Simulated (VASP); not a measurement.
## How uniaxial stress along [111] changes CdS (F-43m)

Wanted: the response of CdS to uniaxial stress along [111], as a table, with a fit that predicts a row left out.

Main program and level: VASP 6.6.1; LDA; plane waves and PAW (Cd, S); cell typed or built by script, in the first sound run; inputs show where later runs differ.

Report form: the programs' logs are mostly left out.

**1. Starting point**

The structure is cubic, space group F-43m (No. 216). Conventional cell: a = 5.820 Å, b = 5.820 Å, c = 5.820 Å, α = 90.00°, β = 90.00°, γ = 90.00°. Cd has 4 S at 2.52 Å nearest. Nearest to S lie 4 Cd at 2.52 Å. Farther neighbours and most contacts between anions are not listed.

Structure file:

```
Cd S
1.0
     0.00000    2.91000    2.91000
     2.91000    0.00000    2.91000
     2.91000    2.91000    0.00000
Cd S
1 1
Cartesian
  0.0000 0.0000 0.0000
  1.4550 1.4550 1.4550
```

**2. Relax the crystal, LDA**

The series starts from the cell that this level prefers, so that zero strain is near zero stress.

This step took 2 runs in a row; the last is shown.

Level: LDA; plane waves and PAW (Cd, S); cell typed or built by script.

Input file INCAR:

```
SYSTEM = CdS
PREC = Accurate
ENCUT = 450
EDIFF = 1E-07
NELM = 120
ISMEAR = 0
SIGMA = 0.02
LREAL = .FALSE.
ALGO = Normal
GGA = CA
NBANDS = 15
LASPH = .TRUE.
LORBIT = 11
LWAVE = .FALSE.
LCHARG = .FALSE.
KPAR = 12
IBRION = 2
NSW = 40
ISIF = 3
EDIFFG = -0.005
POTIM = 0.4
```

Input file POSCAR:

```
CdS
1.0
    0.0000000000      2.8843989595      2.8843989595
    2.8843989595      0.0000000000      2.8843989595
    2.8843989595      2.8843989595      0.0000000000
Cd S
1 1
Direct
    0.0000000000      0.0000000000      0.0000000000
    0.2500000000      0.2500000000      0.2500000000
```

Input file KPOINTS:

```
Automatic mesh
0
Gamma
9 9 9
0 0 0
```

Potentials, in the order of the species: Cd and S (LDA family, release 64).

Launch:

```
$ mpirun -np 12 vasp_std
```

Wall time 7.8 s (12 MPI ranks of Intel Xeon Platinum 8488C (Sapphire Rapids), shared host); peak memory 1.9 GiB.

This run gave:

```
energy(sigma→0) of the program : -7.4068 eV
stress, compression positive   : 0.01 along [111], 0.01 across it (mean), GPa
volume                         : 47.966 Å³
ionic steps                    : 2
```

**3. Strain across the axis, LDA**

One member in full: the axis is strained by 1.5 %, and the two directions across it are strained alike until their mean stress is under 0.012 GPa or five steps are spent.

This step took 3 runs, each at a new trial strain with the atoms of the one before; the last is shown.

Level: LDA; plane waves and PAW (Cd, S); cell typed or built by script.

Edit INCAR of step 2 so:

```diff
@@ -15,7 +15,7 @@
 LCHARG = .FALSE.
-KPAR = 12
-IBRION = 2
-NSW = 40
-ISIF = 3
-EDIFFG = -0.005
-POTIM = 0.4
+KPAR = 3
+IBRION = 1
+NSW = 25
+ISIF = 2
+EDIFFG = -0.004
+POTIM = 0.3
```

Input file POSCAR:

```
CdS
1.0
    0.0380069230      2.9080620350      2.9080620350
    2.9080620350      0.0380069230      2.9080620350
    2.9080620350      2.9080620350      0.0380069230
Cd S
1 1
Direct
    0.0016530649      0.0016530649      0.0016530649
    0.2483469351      0.2483469351      0.2483469351
```

KPOINTS is that of step 2.

Launch:

```
$ mpirun -np 3 vasp_std
```

The job ended after 25 s (3 MPI ranks; peak memory 0.49 GiB; 63 s of CPU time).

Numbers from this step:

```
energy(sigma→0) of the program : -7.4046 eV
stress, compression positive   : -1.11 along [111], 0.00 across it (mean), GPa
ionic steps                    : 3
```

**4. Band edges, TB-mBJ with spin-orbit coupling**

Short lines in KPOINTS_OPT sample the zone centre along and across the axis, for masses, and the other valleys.

Level: TB-mBJ, spin-orbit coupling; plane waves and PAW (Cd, S); cell typed or built by script.

TB-mBJ has no energy functional, so the total energy, stress and pressure in this output mean nothing.

Input file INCAR:

```
SYSTEM = CdS
PREC = Accurate
ENCUT = 450
EDIFF = 1E-06
NELM = 150
ISMEAR = 0
SIGMA = 0.02
LREAL = .FALSE.
ALGO = Normal
METAGGA = MBJ
LASPH = .TRUE.
LNONCOLLINEAR = .TRUE.
MAGMOM = 0 0 0 0 0 0
NBANDS = 28
GGA_COMPAT = .FALSE.
LSORBIT = .TRUE.
LWAVE = .FALSE.
LCHARG = .FALSE.
KPAR = 3
```

Input file POSCAR:

```
CdS
1.0
    0.0380069230      2.9080620350      2.9080620350
    2.9080620350      0.0380069230      2.9080620350
    2.9080620350      2.9080620350      0.0380069230
Cd S
1 1
Direct
    0.0014614190      0.0014614190      0.0014614190
    0.2485385810      0.2485385810      0.2485385810
```

Input file KPOINTS:

```
Automatic mesh
0
Gamma
7 7 7
0 0 0
```

Input file KPOINTS_OPT:

```
Line mode
6
Line-mode
Reciprocal
  0.00000000   0.00000000   0.00000000
  0.02689626   0.02689626   0.02689626

  0.00000000   0.00000000   0.00000000
 -0.01614973   0.01614973   0.00000000

  0.31000000   0.31000000   0.00000000
  0.50000000   0.50000000   0.00000000

  0.00000000   0.31000000   0.31000000
  0.00000000   0.50000000   0.50000000

  0.45000000   0.45000000   0.45000000
  0.50000000   0.50000000   0.50000000

  0.45000000   0.00000000   0.00000000
  0.50000000   0.00000000   0.00000000

  0.42500000   0.42500000   0.00000000
  0.42530245   0.44814162   0.02314162

  0.50000000   0.50000000   0.50000000
  0.48385027   0.51614973   0.50000000
```

Launch:

```
$ mpirun -np 3 vasp_ncl
```

Run time: 4.7 min. Hardware: 3 MPI ranks; peak memory 1.3 GiB; 14 min of CPU time.

**5. Band edges, r2SCAN with spin-orbit coupling**

Level: r2SCAN, spin-orbit coupling; plane waves and PAW (Cd, S); cell typed or built by script.

Edit INCAR of step 4 so:

```diff
@@ -4,3 +4,3 @@
 EDIFF = 1E-06
-NELM = 150
+NELM = 100
 ISMEAR = 0
@@ -9,3 +9,3 @@
 ALGO = Normal
-METAGGA = MBJ
+METAGGA = R2SCAN
 LASPH = .TRUE.
```

POSCAR is that of step 4.

KPOINTS is that of step 4.

KPOINTS_OPT is that of step 4.

Launch:

```
$ mpirun -np 3 vasp_ncl
```

Run time: 4.5 min. Hardware: 3 MPI ranks; peak memory 1.2 GiB; 13 min of CPU time.

This run gave:

| Quantity | Value |
| --- | --- |
| energy(sigma→0) of the program | -402.6154 eV |
| stress, compression positive | 2.77 along [111], 3.84 across it (mean), GPa |

The run ends at a pressure of 3.49 GPa, with forces up to 0.018 eV/Å.

**6. All members**

Runs beyond LDA use the data sets made with LDA; this shifts their levels slightly, and their total energies have another zero (at TB-mBJ, which has no energy functional, they mean nothing).

The other members went through these steps as far as the tables show, with the same cutoff and, step by step, the same mesh; 41 runs are not shown. The session took 4.5 core hours (wall time by ranks) on a shared machine.

```
strain along the axis (%)  strain across the axis (%)  stress along the axis, tension positive (GPa)  energy above the unstrained row (meV/atom)  gap on the mesh, LDA (eV)
                   -2.000                       0.656                                         -1.404                                       2.328                      0.909
                   -1.500                       0.491                                         -1.064                                       1.354                      0.923
                   -1.000                       0.326                                         -0.716                                       0.637                      0.937
                   -0.500                       0.166                                         -0.361                                       0.191                      0.951
                        0                       0.000                                         -0.007                                       0.000                      0.965
                    0.500                      -0.158                                          0.360                                       0.083                      0.952
                    1.000                      -0.320                                          0.733                                       0.455                      0.937
                    1.500                      -0.477                                          1.114                                       1.092                      0.922
                    2.000                      -0.633                                          1.499                                       1.998                      0.905
```

Slopes at zero strain, from cubics through all rows: strain ratio -0.323, stress over strain 72 GPa.

Band edges at TB-mBJ with spin-orbit coupling, counted from the valence-band top at Γ, spin-orbit pairs averaged, with one row partly withheld:

```csv
strain along the axis (%),gap (eV),conduction band at Γ (eV),Δ or X valley along z (eV),Δ or X valley along x (eV),"lowest conduction level at L, [111] (eV)","lowest conduction level at L, [-111] (eV)",second valence level below the top (eV),third valence level below the top (eV)
-2.000,2.633,2.633,4.604,4.604,4.171,4.377,0.085,0.100
-1.500,2.647,2.648,4.634,4.634,4.221,4.376,0.064,0.080
-1.000,2.662,2.662,4.661,4.661,4.272,4.375,0.043,0.060
-0.500,2.674,2.675,4.684,4.684,4.323,4.375,0.020,0.040
0,2.684,2.685,4.703,4.703,4.373,4.373,0.000,0.025
0.500,2.672,2.673,4.697,4.697,?,4.349,0.011,0.040
1.000,2.659,2.659,4.687,4.687,4.428,4.325,0.016,0.063
1.500,2.644,2.644,4.675,4.675,4.455,4.301,0.018,0.088
2.000,2.626,2.627,4.657,4.657,4.482,4.276,0.019,0.115
```

Conduction masses, in electron masses:

```csv
strain along the axis (%),"conduction mass at Γ, along the strain axis or the normal of the plane","conduction mass at Γ, across the strain axis or in the plane"
-2.000,0.258,0.239
-1.500,0.256,0.239
-1.000,0.253,0.241
-0.500,0.248,0.244
0,0.245,0.244
0.500,0.239,0.243
1.000,0.238,0.248
1.500,0.233,0.251
2.000,0.230,0.253
```

Band edges at r2SCAN with spin-orbit coupling, counted from the valence-band top at Γ, spin-orbit pairs averaged:

```csv
strain along the axis (%),gap (eV),conduction band at Γ (eV),Δ or X valley along z (eV),Δ or X valley along x (eV),"lowest conduction level at L, [111] (eV)","lowest conduction level at L, [-111] (eV)",second valence level below the top (eV),third valence level below the top (eV)
-2.000,1.609,1.610,3.676,3.676,3.287,3.524,0.090,0.114
-1.500,1.623,1.624,3.705,3.705,3.343,3.521,0.068,0.092
-1.000,1.637,1.637,3.730,3.730,3.399,3.518,0.044,0.071
-0.500,1.649,1.649,3.753,3.753,3.455,3.515,0.021,0.051
0,1.657,1.657,3.769,3.769,3.510,3.510,0.000,0.036
0.500,1.643,1.643,3.762,3.762,3.542,3.483,0.014,0.050
1.000,1.628,1.628,3.750,3.750,3.575,3.456,0.020,0.073
1.500,1.611,1.611,3.736,3.736,3.606,3.429,0.023,0.100
2.000,1.593,1.593,3.719,3.719,3.637,3.402,0.025,0.129
```

Conduction masses, in electron masses:

```
strain along the axis (%)  conduction mass at Γ, along the strain axis or the normal of the plane  conduction mass at Γ, across the strain axis or in the plane
                   -2.000                                                                   0.166                                                         0.153
                   -1.500                                                                   0.164                                                         0.155
                   -1.000                                                                   0.162                                                         0.156
                   -0.500                                                                   0.159                                                         0.156
                        0                                                                   0.156                                                         0.157
                    0.500                                                                   0.155                                                         0.158
                    1.000                                                                   0.153                                                         0.159
                    1.500                                                                   0.150                                                         0.160
                    2.000                                                                   0.147                                                         0.160
```

**7. Fit and prediction**

The quantity to fit is the splitting of the lowest conduction levels at the L points ([111] less [-111]) at TB-mBJ with spin-orbit coupling: -0.206, -0.155, -0.103, -0.052, 0.000, 0.103, 0.154, 0.205 eV in the rows shown.

Fitting a parabola to the 8 known rows (d: strain along the axis less the strain across it, in %) gives E = 6.08e-5 d² + 0.07783 d + 2.45e-5 in eV; the residuals are 8.6e-5 eV r.m.s.

At d = 0.6577 this predicts 0.0512 eV.

**8. Checking the prediction**

The calculation gives 0.0513 eV, so the prediction is 0.0001 eV too low.

The splitting is Ξu times 8/9 of d, with d as a fraction, so the linear term gives Ξu = 8.8 eV.

**9. What came out**

```json
{
 "Poisson ratio": "0.323",
 "Young's modulus along the axis": "72 GPa",
 "gap of the unstrained cell, TB-mBJ with spin-orbit coupling": "2.68 eV",
 "gap of the unstrained cell, r2SCAN with spin-orbit coupling": "1.66 eV",
 "shear deformation potential Ξu of the lowest conduction levels at L": "8.8 eV",
 "error of the predicted row": "-0.1 meV"
}
```

**Reading.** As a check, the curvature of the energy gives 73 GPa for the same modulus (energy per volume = E/2 × strain²), 1 % from the slope of the stress. At TB-mBJ with spin-orbit coupling the lowest conduction valley is Γ throughout, and the gap runs between 2.63 and 2.68 eV. At r2SCAN with spin-orbit coupling the lowest conduction valley is Γ throughout, and the gap runs between 1.59 and 1.66 eV. Hole masses are left out throughout, since the top bands are degenerate or cross in many series; of conduction masses, those of the Γ, L and (for Si and Ge under (001) strain) Δ valleys are kept where they change by under an eighth between rows. TB-mBJ is a potential fitted for gaps; it has no energy functional, so its total energies and forces mean nothing, and its bands tend to come out too narrow. r2SCAN opens gaps somewhat over GGA but leaves them below measured values as a rule. Δ or X levels are the lowest on their line, refined by a parabola unless they lie at X; the gap is read from all points sampled and can differ from the lowest valley by some meV, or by tens of meV where strain moves the valence top off Γ. Temperature, zero-point motion and excitons are left out.

[Lines on the potential files, build, host, timing and source positions are cut from VASP's logs without a mark.]

[Logs are printed without paths, hosts, clocks, repeated set-up lines and the standing remarks that a program may print on its own settings, such as how far it seeks lower states.]

[Hosts, paths, dates, database ids (printed as entryN), source tags and the programs' standing remarks are cut or masked in the printed files.]

[In band tables of VASP the shares of atoms and orbitals are scaled to a sum of 1 inside the atoms' spheres.]
